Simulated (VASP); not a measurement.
# C3H4 in VASP: relaxation of the atoms with PBE

Aim: the relaxation of the atoms of C3H4 with PBE.

All numbers are computed with VASP 6.6.1; they aren't measurements. Logs are shortened: lines on timing, memory, paths and dates and some standing lists are left out, and cuts for length are marked.

### 1 The molecule as given

The cell holds a molecule in a box, 7 atoms: a = 14.193 Å, b = 14.693 Å, c = 15.193 Å, α = 90.00°, β = 90.00°, γ = 90.00°.

### 2 Relaxation of the atoms, PBE

Contents of INCAR:

```
  ALGO = Fast
  EDIFF = 1E-6
  EDIFFG = -0.03
  ENCUT = 400
  GGA = PE
  IBRION = 2
  ISIF = 2
  ISMEAR = 0
  ISYM = 0
  LASPH = True
  LCHARG = False
  LREAL = False
  LWAVE = False
  NELM = 60
  NSW = 120
  PREC = Accurate
  SIGMA = 0.01
```

Contents of KPOINTS:

```
k-points
0
Gamma
  1 1 1
```

Contents of POSCAR:

```
H4C3
1.0
   14.1932882215      0.0000000000      0.0000000000
    0.0000000000     14.6932882215      0.0000000000
    0.0000000000      0.0000000000     15.1932882215
C H
3 4
Selective dynamics
Direct
    0.4283722568      0.5003021098      0.5888092643  F F F
    0.4790789752      0.5024441644      0.5259622827  T T T
    0.5403337603      0.5051299418      0.4500015862  T T T
    0.3839200292      0.4984439373      0.6439008615  T T T
    0.5398195171      0.5730782506      0.4212480140  T T T
    0.5163311150      0.4563804818      0.4008140347  T T T
    0.6121443464      0.4880415141      0.4692639566  T T T
```

Potentials or basis: VASP PAW PBE potentials, release 64 (C, H).

On the command line:

```
cat potpaw_PBE.64/C/POTCAR potpaw_PBE.64/H/POTCAR > POTCAR
mpirun -np 1 vasp_gam > vasp.out
```

OUTCAR:

```text
EDIFF = 1E-6
   EDIFFG = -0.03
   ENCUT = 400
   GGA = PE
   IBRION = 2
   ISIF = 2
   ISMEAR = 0
   ISYM = 0
   LASPH = True
   LREAL = False
   NELM = 60
   NSW = 120
   PREC = Accurate

 ion  position               nearest neighbor table
   1  0.428  0.500  0.589-   4 1.05   2 1.20
   2  0.479  0.502  0.526-   1 1.20   3 1.45
   3  0.540  0.505  0.450-   7 1.09   6 1.09   5 1.09   2 1.45
   4  0.384  0.498  0.644-   1 1.05
   5  0.540  0.573  0.421-   3 1.09
   6  0.516  0.456  0.401-   3 1.09
   7  0.612  0.488  0.469-   3 1.09

IMPORTANT INFORMATION: All symmetrisations will be switched off!
NOSYMM: (Re-)initialisation of all symmetry stuff for point group C_1.

----------------------------------------------------------------------------------------

                                     Primitive cell

  volume of cell :    3168.5006

  direct lattice vectors                    reciprocal lattice vectors
    14.193288221  0.000000000  0.000000000     0.070455837  0.000000000  0.000000000
     0.000000000 14.693288221  0.000000000     0.000000000  0.068058285  0.000000000
     0.000000000  0.000000000 15.193288221     0.000000000  0.000000000  0.065818537

  length of vectors
    14.193288221 14.693288221 15.193288221     0.070455837  0.068058285  0.065818537

  position of ions in fractional coordinates (direct lattice)
     0.428372257  0.500302110  0.588809264
     0.479078975  0.502444164  0.525962283
     0.540333760  0.505129942  0.450001586
     0.383920029  0.498443937  0.643900862
     0.539819517  0.573078251  0.421248014
     0.516331115  0.456380482  0.400814035
     0.612144346  0.488041514  0.469263957

  ion indices of the primitive-cell ions
   primitive index   ion index
                 1           1
                 2           2
                 3           3
                 4           4
                 5           5
                 6           6
                 7           7

----------------------------------------------------------------------------------------

 KPOINTS: k-points

Automatic generation of k-mesh.
 Grid dimensions read from file:
 generate k-points for:    1    1    1

 Generating k-lattice:

  Cartesian coordinates                     Fractional coordinates (reciprocal lattice)
     0.070455837  0.000000000  0.000000000     1.000000000  0.000000000  0.000000000
     0.000000000  0.068058285  0.000000000     0.000000000  1.000000000  0.000000000
     0.000000000  0.000000000  0.065818537     0.000000000  0.000000000  1.000000000

  Length of vectors
     0.070455837  0.068058285  0.065818537

  Shift w.r.t. Gamma in fractional coordinates (k-lattice)
     0.000000000  0.000000000  0.000000000

 Subroutine IBZKPT returns following result:
 ===========================================

 Found      1 irreducible k-points:

 Following reciprocal coordinates:
            Coordinates               Weight
  0.000000  0.000000  0.000000      1.000000
   k-points           NKPTS =      1   k-points in BZ     NKDIM =      1   number of bands    NBANDS=     12
   number of dos      NEDOS =    301   number of ions     NIONS =      7
   total plane-waves  NPLWV = 921600
   dimension x,y,z NGX =    96 NGY =   96 NGZ =  100
   dimension x,y,z NGXF=   192 NGYF=  192 NGZF=  200
   ions per type =               3   4
   NGX,Y,Z   is equivalent  to a cutoff of  11.24, 10.86, 10.94 a.u.
   NGXF,Y,Z  is equivalent  to a cutoff of  22.49, 21.72, 21.88 a.u.
 SYSTEM =  unknown system
   PREC   = accura    normal or accurate (medium, high low for compatibility)
   ISTART =      0    job   : 0-new  1-cont  2-samecut
   ICHARG =      2    charge: 1-file 2-atom 10-const
   ISPIN  =      1    spin polarized calculation?
   LNONCOLLINEAR =      F non collinear calculations
   LSORBIT =      F    spin-orbit coupling
   LASPH  =      T    aspherical Exc in radial PAW
   ENCUT  =  400.0 eV  29.40 Ry    5.42 a.u.  23.15 23.96 24.78*2*pi/ulx,y,z
   NELM   =     60;   NELMIN=  2; NELMDL= -5     # of ELM steps
   EDIFF  = 0.1E-05   stopping-criterion for ELM
   LREAL  =      F    real-space projection
   EDIFFG = -.3E-01   stopping-criterion for IOM
   NSW    =    120    number of steps for IOM
   IBRION =      2    ionic relax: 0-MD 1-quasi-New 2-CG
   NFREE  =      1    steps in history (QN), initial steepest desc. (CG)
   ISIF   =      2    stress and relaxation
   ISYM   =      0    0-nonsym 1-usesym 2-fastsym
   POTIM  = 0.5000    time-step for ionic-motion
   TEBEG  =    0.0;   TEEND  =   0.0 temperature during run
   PSTRESS=    0.0 pullay stress
   NELECT =      16.0000    total number of electrons
   NUPDOWN=      -1.0000    fix difference up-down
   EMIN   =  10.00;   EMAX   =-10.00  energy-range for DOS
   EFERMI =   0.00;   METHOD = LEGACY
   ISMEAR =     0;   SIGMA  =   0.01  broadening in eV -4-tet -1-fermi 0-gaus
   EFERMI_NEDOS =   21; number of points for ismear=-14 and -15
   IALGO  =     68    algorithm
   IMIX   =      4    mixing-type and parameters
     AMIX     =   0.40;   BMIX     =  1.00
     AMIX_MAG =   1.60;   BMIX_MAG =  1.00
  volume/ion in A,a.u.               =     452.64      3054.59
  Fermi-wavevector in a.u.,A,eV,Ry     =   0.280865  0.530757  1.073294  0.078885
  Thomas-Fermi vector in A             =   1.130062
   LORBIT       =      0    0 simple, 1 ext, 2 COOP (PROOUT), +10 PAW based schemes
   GGA     = PE    functional components
   LHFCALC =     F    Hartree Fock is set to
   AEXX    =    0.0000 exact exchange contribution
   IVDW    =     0    specifies the selected vdW correction
   LEPSILON=     F    determine dielectric tensor
   LRPA    =     F    only Hartree local field effects (RPA)
 conjugate gradient relaxation of ions
 non-spin polarized calculation
 RMM-DIIS sequential band-by-band and
 Gauss-broadening in eV      SIGMA  =   0.01
  energy-cutoff  :      400.00
  volume of cell :     3168.50
 maximum number of plane-waves:     28781
 NGX is ok and might be reduce to    96
   NGX = 47   NGY = 47   NGZ = 49

--------------------------------------- Ionic step        1  -------------------------------------------

 number of electron      16.0000002 magnetization

 Free energy of the ion-electron system (eV)
  ---------------------------------------------------
  ext. energy  EPLUGINS =         0.00000000
  ---------------------------------------------------
  free energy    TOTEN  =       -39.79688606 eV

  energy without entropy =      -39.79688606  energy(sigma->0) =      -39.79688606

------------------------ aborting loop because EDIFF is reached ----------------------------------------

  FORCE on cell =-STRESS in cart. coord.  units (eV):
  Direction    XX          YY          ZZ          XY          YZ          ZX
  --------------------------------------------------------------------------------------
  -------------------------------------------------------------------------------------
  Total        0.9068846     -0.2777607      1.8091514      0.0522882     -0.0701954     -1.5687155
  in kB        0.4585733     -0.1404519      0.9148117      0.0264399     -0.0354949     -0.7932333
  external PRESSURE =       0.4109777 kB  Pullay stress =       0.0000000 kB
[... 104 lines left out ...]
  FREE ENERGIE OF THE ION-ELECTRON SYSTEM (eV)
  ---------------------------------------------------
  free  energy   TOTEN  =       -39.8093742337 eV

  energy  without entropy=      -39.8093742337  energy(sigma->0) =      -39.80937423

[... ionic steps 4 to 13 ...]

--------------------------------------- Ionic step       14  -------------------------------------------

 number of electron      16.0000004 magnetization

------------------------ aborting loop because EDIFF is reached ----------------------------------------

  FORCE on cell =-STRESS in cart. coord.  units (eV):
  Direction    XX          YY          ZZ          XY          YZ          ZX
  --------------------------------------------------------------------------------------
  -------------------------------------------------------------------------------------
  Total       -0.6591784     -0.7068663     -0.6356662      0.0012068     -0.0033193     -0.0482195
  in kB       -0.3333188     -0.3574325     -0.3214296      0.0006102     -0.0016784     -0.0243826
  external PRESSURE =      -0.3373936 kB  Pullay stress =       0.0000000 kB
[... 67 lines left out ...]
  energy  without entropy=      -39.8280921459  energy(sigma->0) =      -39.82809215

--------------------------------------- Ionic step       16  -------------------------------------------

 number of electron      16.0000004 magnetization

 Free energy of the ion-electron system (eV)
  ---------------------------------------------------
  ext. energy  EPLUGINS =         0.00000000
  ---------------------------------------------------
  free energy    TOTEN  =       -39.82810602 eV

  energy without entropy =      -39.82810602  energy(sigma->0) =      -39.82810602

 E-fermi :  -6.3135     XC(G=0):  -0.3753

 val. band max:       -6.4079831885   @ k =   0.0000   0.0000   0.0000
 cond. band min:      -0.4737582677   @ k =   0.0000   0.0000   0.0000
 fundamental gap:      5.9342249208
 Fermi energy:        -6.3134597578

 k-point     1 :       0.0000    0.0000    0.0000
  band No.  band energies     occupation
      1     -19.2511      2.00000
      2     -17.1909      2.00000
      3     -12.8514      2.00000
      4     -11.0453      2.00000
      5     -10.4843      2.00000
      6     -10.4837      2.00000
      7      -6.4085      2.00000
      8      -6.4080      2.00000
      9      -0.4738      0.00000
     10       0.0055      0.00000
     11       0.0216      0.00000
     12       0.1772      0.00000
[... 32 lines left out ...]
  FREE ENERGIE OF THE ION-ELECTRON SYSTEM (eV)
  ---------------------------------------------------
  free  energy   TOTEN  =       -39.8281060163 eV

  energy  without entropy=      -39.8281060163  energy(sigma->0) =      -39.82810602

 reached required accuracy - stopping structural energy minimisation
```

Wall time 13 min (1 thread of Intel Xeon 6975P-C (Granite Rapids), shared host); peak memory 1.8 GiB.

Results:

```
Free energy                     : -39.8281 eV
Energy gained by relaxing       : 4.5 meV/atom
Ionic steps                     : 16
Gap between the frontier levels : 5.93 eV
```

Step by step:
| step | energy change (eV) | largest force (eV/Å) | pressure (GPa) |
| --- | --- | --- | --- |
| 1 | 0.0000 | 1.1257 | 0.04 |
| 2 | 0.1631 | 6.5506 | -0.06 |
| 3 | -0.0125 | 0.5406 | 0.02 |
| 4 | -0.0140 | 1.7753 | -0.02 |
| 5 | -0.0210 | 0.8772 | 0.00 |
| 6 | -0.0247 | 0.4812 | -0.02 |
| 7 | -0.0259 | 0.2677 | -0.03 |
| 8 | -0.0277 | 0.2493 | -0.03 |
| 9 | -0.0280 | 0.3357 | -0.03 |
| 10 | -0.0295 | 0.1297 | -0.04 |
| 11 | -0.0299 | 0.1490 | -0.04 |
| 12 | -0.0305 | 0.1062 | -0.04 |
| 13 | -0.0312 | 0.0437 | -0.03 |
| 14 | -0.0312 | 0.0462 | -0.03 |
| 15 | -0.0312 | 0.0585 | -0.03 |
| 16 | -0.0312 | 0.0178 | -0.03 |

Final structure:
```yaml
crystal:
  lattice:
    - [14.19329, 0.00000, 0.00000]
    - [0.00000, 14.69329, 0.00000]
    - [0.00000, 0.00000, 15.19329]
  atoms:
    - { symbol: C, position: [0.42837, 0.50030, 0.58881] }
    - { symbol: C, position: [0.47971, 0.50249, 0.52518] }
    - { symbol: C, position: [0.54129, 0.50518, 0.44882] }
    - { symbol: H, position: [0.38302, 0.49838, 0.64502] }
    - { symbol: H, position: [0.54176, 0.57335, 0.41876] }
    - { symbol: H, position: [0.51819, 0.45633, 0.39829] }
    - { symbol: H, position: [0.61426, 0.48807, 0.46695] }
```

Levels at points of the mesh, in eV from the valence-band top:
```
           k point  band 5  band 6  band 7  band 8  band 9  band 10  band 11  band 12
(0.00, 0.00, 0.00)   -4.08   -4.08    0.00    0.00    5.93     6.41     6.43     6.59
```

Caveat: the cutoff is under 1.25 times the usual one of these potentials, so pressure, stress and relaxed cells hold a basis-set (Pulay) error; the standard files for N, O and F lose accuracy on very short bonds.
